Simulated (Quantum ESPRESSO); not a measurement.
# TaN(001), stepped through the number of layers, part 3 of 7

Wanted: a table for TaN(001) against the number of layers, and what can be fitted to it.

Quantum ESPRESSO 7.5; plane-wave DFT, PBE, GBRV ultrasoft pseudopotentials.

So far. Step 2 (Relaxing cell and ions of the reference):  The last row is no step: it is a fresh SCF in the final cell with a new plane-wave basis, +0 meV from the row before.

## (4) Relaxation with pw.x, 3 layers

What the set-up leaves free in this member is relaxed.

System of this step: TaN(001), 3 layers. The cell holds 6 atoms: 3 Ta and 3 N. Cell: a = 3.121 Å, b = 3.121 Å, c = 20.418 Å, α = 90.0°, β = 90.0°, γ = 90.0°. It derives from TaN. Vacuum lies along c.

Contents of m0.relax.in:

```
&control
  prefix = 'm0.relax'
  outdir = './out'
  pseudo_dir = './pseudo'
  nstep = 40
  forc_conv_thr = 0.001
  calculation = 'relax'
/
&system
  ibrav = 0
  nat = 6
  ntyp = 2
  ecutwfc = 40
  ecutrho = 200
  occupations = 'smearing'
  smearing = 'mv'
  degauss = 0.02
/
&electrons
  conv_thr = 1e-08
  mixing_beta = 0.4
  electron_maxstep = 120
  mixing_mode = 'local-TF'
/
&ions
/
ATOMIC_SPECIES
  Ta  180.9479  ta_pbe_v1.uspp.F.UPF
  N   14.0070  n_pbe_v1.2.uspp.F.UPF
CELL_PARAMETERS angstrom
  3.12077658300000 0.00000000000000 0.00000000000000
  0.00000000000000 3.12077658300000 0.00000000000000
  0.00000000000000 0.00000000000000 20.41824886488236
ATOMIC_POSITIONS crystal
  Ta  0.000000000000 0.000000000000 0.391772771792
  N   0.500000000000 0.500000000000 0.391772771792
  Ta  0.500000000000 0.500000000000 0.500000000000
  N   0.000000000000 0.000000000000 0.500000000000
  Ta  0.000000000000 0.000000000000 0.608227228208
  N   0.500000000000 0.500000000000 0.608227228208
K_POINTS automatic
  12 12 1 0 0 0
```

Command:

```console
$ OMP_NUM_THREADS=1 mpirun -n 4 pw.x -nk 4 -in m0.relax.in > m0.relax.out
```

Log:

```text
[banner, memory and clock lines left out]
Program PWSCF v.7.5 starts

          URL

     Message from routine setup:
     using ibrav=0 with symmetry is DISCOURAGED, use correct ibrav instead

     G-vector sticks info

     bravais-lattice index     =            0
     lattice parameter (alat)  =       5.8974  a.u.
     unit-cell volume          =    1341.9627 (a.u.)^3
     number of atoms/cell      =            6
     number of atomic types    =            2
     number of electrons       =        54.00
     number of Kohn-Sham states=           32
     kinetic-energy cutoff     =      40.0000  Ry
     charge density cutoff     =     200.0000  Ry
     scf convergence threshold =      1.0E-08
     mixing beta               =       0.4000
     number of iterations used =            8  local-TF  mixing
     energy convergence thresh.=      1.0E-04
     force convergence thresh. =      1.0E-03
     Exchange-correlation= SLA  PW   PBE  PBE
                           (   1   4   3   4   0   0   0)
     nstep                     =           40

     celldm(1)=   5.897413  celldm(2)=   0.000000  celldm(3)=   0.000000
     celldm(4)=   0.000000  celldm(5)=   0.000000  celldm(6)=   0.000000

     crystal axes: (cart. coord. in units of alat)
               a(1) = (   1.000000   0.000000   0.000000 )
               a(2) = (   0.000000   1.000000   0.000000 )
               a(3) = (   0.000000   0.000000   6.542682 )

     reciprocal axes: (cart. coord. in units 2 pi/alat)
               b(1) = (  1.000000  0.000000  0.000000 )
               b(2) = (  0.000000  1.000000  0.000000 )
               b(3) = (  0.000000  0.000000  0.152843 )

     PseudoPot. # 1 for Ta read from file:
     ./pseudo/ta_pbe_v1.uspp.F.UPF
     Pseudo is Ultrasoft + core correction, Zval = 13.0
     Generated by new atomic code, or converted to UPF format
     Using radial grid of  921 points,  7 beta functions with:
                l(1) =   0
                l(2) =   0
                l(3) =   1
                l(4) =   1
                l(5) =   2
                l(6) =   2
                l(7) =   3
     Q(r) pseudized with  6 coefficients,  rinner =    1.300   1.300   1.300
                                                       1.300   1.300   1.300
                                                       1.300

     PseudoPot. # 2 for N  read from file:
     ./pseudo/n_pbe_v1.2.uspp.F.UPF
     Pseudo is Ultrasoft + core correction, Zval =  5.0
     Generated by new atomic code, or converted to UPF format
     Using radial grid of  729 points,  4 beta functions with:
                l(1) =   0
                l(2) =   0
                l(3) =   1
                l(4) =   1
     Q(r) pseudized with  8 coefficients,  rinner =    0.900   0.900   0.900

     atomic species   valence    mass     pseudopotential
     Ta               13.00   180.94790     Ta( 1.00)
     N                 5.00    14.00700     N ( 1.00)

     16 Sym. Ops., with inversion, found

   Cartesian axes

     site n.     atom                  positions (alat units)
         1        Ta     tau(   1) = (   0.0000000   0.0000000   2.5632447  )
         2        N      tau(   2) = (   0.5000000   0.5000000   2.5632447  )
         3        Ta     tau(   3) = (   0.5000000   0.5000000   3.2713410  )
         4        N      tau(   4) = (   0.0000000   0.0000000   3.2713410  )
         5        Ta     tau(   5) = (   0.0000000   0.0000000   3.9794374  )
         6        N      tau(   6) = (   0.5000000   0.5000000   3.9794374  )

     number of k points=    28  Marzari-Vanderbilt smearing, width (Ry)=  0.0200
                       cart. coord. in units 2pi/alat
        k(    1) = (   0.0000000   0.0000000   0.0000000), wk =   0.0138889
        k(    2) = (   0.0000000   0.0833333   0.0000000), wk =   0.0555556
        k(    3) = (   0.0000000   0.1666667   0.0000000), wk =   0.0555556
        k(    4) = (   0.0000000   0.2500000   0.0000000), wk =   0.0555556
        k(    5) = (   0.0000000   0.3333333   0.0000000), wk =   0.0555556
        k(    6) = (   0.0000000   0.4166667   0.0000000), wk =   0.0555556
        k(    7) = (   0.0000000  -0.5000000   0.0000000), wk =   0.0277778
        k(    8) = (   0.0833333   0.0833333   0.0000000), wk =   0.0555556
        k(    9) = (   0.0833333   0.1666667   0.0000000), wk =   0.1111111
        k(   10) = (   0.0833333   0.2500000   0.0000000), wk =   0.1111111
        k(   11) = (   0.0833333   0.3333333   0.0000000), wk =   0.1111111
        k(   12) = (   0.0833333   0.4166667   0.0000000), wk =   0.1111111
        k(   13) = (   0.0833333  -0.5000000   0.0000000), wk =   0.0555556
        k(   14) = (   0.1666667   0.1666667   0.0000000), wk =   0.0555556
        k(   15) = (   0.1666667   0.2500000   0.0000000), wk =   0.1111111
        k(   16) = (   0.1666667   0.3333333   0.0000000), wk =   0.1111111
        k(   17) = (   0.1666667   0.4166667   0.0000000), wk =   0.1111111
        k(   18) = (   0.1666667  -0.5000000   0.0000000), wk =   0.0555556
        k(   19) = (   0.2500000   0.2500000   0.0000000), wk =   0.0555556
        k(   20) = (   0.2500000   0.3333333   0.0000000), wk =   0.1111111
        k(   21) = (   0.2500000   0.4166667   0.0000000), wk =   0.1111111
        k(   22) = (   0.2500000  -0.5000000   0.0000000), wk =   0.0555556
        k(   23) = (   0.3333333   0.3333333   0.0000000), wk =   0.0555556
        k(   24) = (   0.3333333   0.4166667   0.0000000), wk =   0.1111111
        k(   25) = (   0.3333333  -0.5000000   0.0000000), wk =   0.0555556
        k(   26) = (   0.4166667   0.4166667   0.0000000), wk =   0.0555556
        k(   27) = (   0.4166667  -0.5000000   0.0000000), wk =   0.0555556
        k(   28) = (  -0.5000000  -0.5000000   0.0000000), wk =   0.0138889

     Dense  grid:    64141 G-vectors     FFT dimensions: (  27,  27, 180)

     Smooth grid:    45855 G-vectors     FFT dimensions: (  24,  24, 160)

     Initial potential from superposition of free atoms

     starting charge      53.9966, renormalised to      54.0000

     negative rho (up, down):  2.839E-01 0.000E+00
     Starting wfcs are   51 randomized atomic wfcs

     per-process dynamical memory:    73.4 Mb

     Self-consistent Calculation

     iteration #  1     ecut=    40.00 Ry     beta= 0.40
     Davidson diagonalization with overlap
     ethr =  1.00E-02,  avg # of iterations =  2.0

     negative rho (up, down):  2.835E-01 0.000E+00

     total energy              =    -486.27669732 Ry
     estimated scf accuracy    <       2.42231707 Ry

     iteration #  2     ecut=    40.00 Ry     beta= 0.40
[...]
0.5099   1.8060   4.5861   4.6170   6.0849   7.6579   7.7901   7.9154

          k = 0.4167-0.5000 0.0000 (  5792 PWs)   bands (ev):

   -64.8829 -64.8828 -64.5019 -31.6769 -31.6727 -31.5625 -31.5227 -31.5049
   -31.4767 -31.2371 -31.2317 -30.9378 -12.9300 -11.4603 -11.1924  -2.4244
    -2.3819  -2.2018  -0.8865  -0.8076  -0.5492  -0.5370   0.0440   0.1040
     0.5322   1.5011   4.4508   4.6190   6.1208   7.7195   7.7508   8.0090

          k =-0.5000-0.5000 0.0000 (  5792 PWs)   bands (ev):

   -64.8817 -64.8816 -64.5007 -31.6826 -31.6826 -31.5478 -31.5478 -31.4992
   -31.4741 -31.2485 -31.2485 -30.9447 -12.9913 -11.5211 -11.2526  -2.1934
    -2.1412  -2.1412  -0.7739  -0.7739  -0.2900  -0.2900  -0.1083   0.3809
     0.3809   1.1504   4.5460   4.5460   6.0509   7.8141   7.8141   8.0186

     the Fermi energy is     4.6480 ev

!    total energy              =    -486.31888193 Ry
     estimated scf accuracy    <          6.9E-11 Ry
     smearing contrib. (-TS)   =      -0.00269046 Ry
     internal energy E=F+TS    =    -486.31619147 Ry

     The total energy is F=E-TS. E is the sum of the following terms:
     one-electron contribution =   -3261.58174108 Ry
     hartree contribution      =    1633.82397079 Ry
     xc contribution           =    -142.90178193 Ry
     ewald contribution        =    1284.34336075 Ry

     convergence has been achieved in  13 iterations

     negative rho (up, down):  2.967E-01 0.000E+00

     Forces acting on atoms (cartesian axes, Ry/au):

     atom    1 type  1   force =     0.00000000    0.00000000   -0.00430225
     atom    2 type  2   force =     0.00000000    0.00000000   -0.00304070
     atom    3 type  1   force =     0.00000000    0.00000000    0.00000000
     atom    4 type  2   force =     0.00000000    0.00000000    0.00000000
     atom    5 type  1   force =     0.00000000    0.00000000    0.00430225
     atom    6 type  2   force =     0.00000000    0.00000000    0.00304070

     Total force =     0.007451     Total SCF correction =     0.000003
     Energy error            =      1.5E-04 Ry
     Gradient error          =      4.3E-03 Ry/Bohr

     number of scf cycles    =   6
     number of bfgs steps    =   5

     energy             old  =    -486.3187322744 Ry
     energy             new  =    -486.3188819267 Ry

     CASE: energy            _new < energy            _old

     new trust radius        =       0.0223029769 bohr
     new conv_thr            =       0.0000000001 Ry

ATOMIC_POSITIONS (crystal)
Ta               0.0000000000        0.0000000000        0.3973881176
N                0.5000000000        0.5000000000        0.3845457394
Ta               0.5000000000        0.5000000000        0.5000000000
N                0.0000000000        0.0000000000        0.5000000000
Ta               0.0000000000        0.0000000000        0.6026118824
N                0.5000000000        0.5000000000        0.6154542606

     XML data file
     NEW-OLD atomic charge density approx. for the potential

     negative rho (up, down):  2.973E-01 0.000E+00

     per-process dynamical memory:    81.8 Mb

     Self-consistent Calculation

     iteration #  1     ecut=    40.00 Ry     beta= 0.40
     Davidson diagonalization with overlap
     ethr =  1.00E-06,  avg # of iterations =  5.6

     negative rho (up, down):  2.973E-01 0.000E+00

     total energy              =    -486.31904392 Ry
     estimated scf accuracy    <       0.00023098 Ry

     iteration #  2     ecut=    40.00 Ry     beta= 0.40
     Davidson diagonalization with overlap
     ethr =  4.28E-07,  avg # of iterations =  1.2

     negative rho (up, down):  2.972E-01 0.000E+00

     total energy              =    -486.31901400 Ry
     estimated scf accuracy    <       0.00011436 Ry

     iteration #  3     ecut=    40.00 Ry     beta= 0.40
     Davidson diagonalization with overlap
     ethr =  2.12E-07,  avg # of iterations =  3.8

     negative rho (up, down):  2.972E-01 0.000E+00

     total energy              =    -486.31903077 Ry
     estimated scf accuracy    <       0.00000944 Ry

     iteration #  4     ecut=    40.00 Ry     beta= 0.40
     Davidson diagonalization with overlap
     ethr =  1.75E-08,  avg # of iterations =  3.7

     negative rho (up, down):  2.972E-01 0.000E+00

     total energy              =    -486.31903080 Ry
     estimated scf accuracy    <       0.00000253 Ry

     iteration #  5     ecut=    40.00 Ry     beta= 0.40
     Davidson diagonalization with overlap
     ethr =  4.68E-09,  avg # of iterations =  4.6

     negative rho (up, down):  2.972E-01 0.000E+00

     total energy              =    -486.31903136 Ry
     estimated scf accuracy    <       0.00000138 Ry

     iteration #  6     ecut=    40.00 Ry     beta= 0.40
     Davidson diagonalization with overlap
     ethr =  2.56E-09,  avg # of iterations =  2.6

     negative rho (up, down):  2.972E-01 0.000E+00

     total energy              =    -486.31903146 Ry
     estimated scf accuracy    <       0.00000015 Ry

     iteration #  7     ecut=    40.00 Ry     beta= 0.40
     Davidson diagonalization with overlap
     ethr =  2.75E-10,  avg # of iterations =  4.5

     negative rho (up, down):  2.972E-01 0.000E+00

     total energy              =    -486.31903151 Ry
     estimated scf accuracy    <       0.00000013 Ry

     iteration #  8     ecut=    40.00 Ry     beta= 0.40
     Davidson diagonalization with overlap
     ethr =  2.46E-10,  avg # of iterations =  2.0

     negative rho (up, down):  2.972E-01 0.000E+00

     total energy              =    -486.31903152 Ry
     estimated scf accuracy    <       0.00000003 Ry

     iteration #  9     ecut=    40.00 Ry     beta= 0.40
     Davidson diagonalization with overlap
     ethr =  4.76E-11,  avg # of iterations =  4.1

     negative rho (up, down):  2.972E-01 0.000E+00

     total energy              =    -486.31903153 Ry
     estimated scf accuracy    <          6.6E-09 Ry

     iteration # 10     ecut=    40.00 Ry     beta= 0.40
     Davidson diagonalization with overlap
     ethr =  1.22E-11,  avg # of iterations =  2.3

     negative rho (up, down):  2.972E-01 0.000E+00

     total energy              =    -486.31903154 Ry
     estimated scf accuracy    <          4.2E-09 Ry

     iteration # 11     ecut=    40.00 Ry     beta= 0.40
     Davidson diagonalization with overlap
     ethr =  7.71E-12,  avg # of iterations =  2.1

     negative rho (up, down):  2.972E-01 0.000E+00

     total energy              =    -486.31903154 Ry
     estimated scf accuracy    <          1.7E-09 Ry

     iteration # 12     ecut=    40.00 Ry     beta= 0.40
     Davidson diagonalization with overlap
     ethr =  3.13E-12,  avg # of iterations =  3.0

     negative rho (up, down):  2.972E-01 0.000E+00

     total energy              =    -486.31903154 Ry
     estimated scf accuracy    <          5.1E-10 Ry

     iteration # 13     ecut=    40.00 Ry     beta= 0.40
     Davidson diagonalization with overlap
     ethr =  9.50E-13,  avg # of iterations =  4.6

     negative rho (up, down):  2.972E-01 0.000E+00

     total energy              =    -486.31903154 Ry
     estimated scf accuracy    <          4.9E-10 Ry

     iteration # 14     ecut=    40.00 Ry     beta= 0.40
     Davidson diagonalization with overlap
     ethr =  9.13E-13,  avg # of iterations =  3.1

     negative rho (up, down):  2.972E-01 0.000E+00

     End of self-consistent calculation

          k = 0.0000 0.0000 0.0000 (  5673 PWs)   bands (ev):

   -64.9262 -64.9231 -64.5460 -31.6770 -31.5792 -31.2835 -31.2835 -31.2167
   -31.2167 -30.9661 -30.9661 -30.9065 -13.6852 -12.0541 -11.9308  -2.8138
    -1.2187  -0.4550  -0.4550  -0.3747  -0.1760   1.0764   1.1326   1.1326
     1.3299   1.3299   2.4661   3.3354   3.3354   4.1192   4.9939   5.8498

          k = 0.0000 0.0833 0.0000 (  5704 PWs)   bands (ev):

   -64.9249 -64.9219 -64.5450 -31.6696 -31.5920 -31.3039 -31.2765 -31.2578
   -31.2134 -30.9911 -30.9659 -30.8967 -13.5870 -11.9660 -11.8373  -2.8625
    -1.5383  -0.9494  -0
```

It took 5.6 min on 4 MPI ranks of Arm Neoverse V1, shared host; peak memory 0.74 GiB.

Relaxation path:

| step | energy less that of the first step (eV) | largest force (eV/Å) |
| --- | --- | --- |
| 1 | 0.0000 | 1.6579 |
| 2 | -0.1916 | 1.2188 |
| 3 | -0.3304 | 0.7140 |
| 4 | -0.4031 | 0.1812 |
| 5 | -0.4051 | 0.1291 |
| 6 | -0.4071 | 0.1106 |
| 7 | -0.4092 | 0.0578 |
| 8 | -0.4095 | 0.0160 |

The atoms that moved most (Å):

| atom | dx | dy | dz | length |
| --- | --- | --- | --- | --- |
| N6 | 0.000 | 0.000 | 0.151 | 0.151 |
| N2 | 0.000 | 0.000 | -0.151 | 0.151 |
| Ta1 | 0.000 | 0.000 | 0.111 | 0.111 |
| Ta5 | 0.000 | 0.000 | -0.111 | 0.111 |

The relaxation lowers the energy by 68 meV an atom.

Numbers from this step:

```
free energy  : -6616.7078 eV
Fermi energy : 4.628 eV
```

(Part 3 of 7 ends here.)

[Logs are printed without paths, hosts, clocks, repeated set-up lines and the standing remarks that a program may print on its own settings, such as how far it seeks lower states.]

[Hosts, paths, dates, database ids (printed as entryN), source tags and the programs' standing remarks are cut or masked in the printed files.]

[Maps of the electrostatic potential energy from Ansatz leave out the sawtooth potential of an applied field or a dipole correction, so their vacuum need not be flat; planar profiles and work functions include it.]
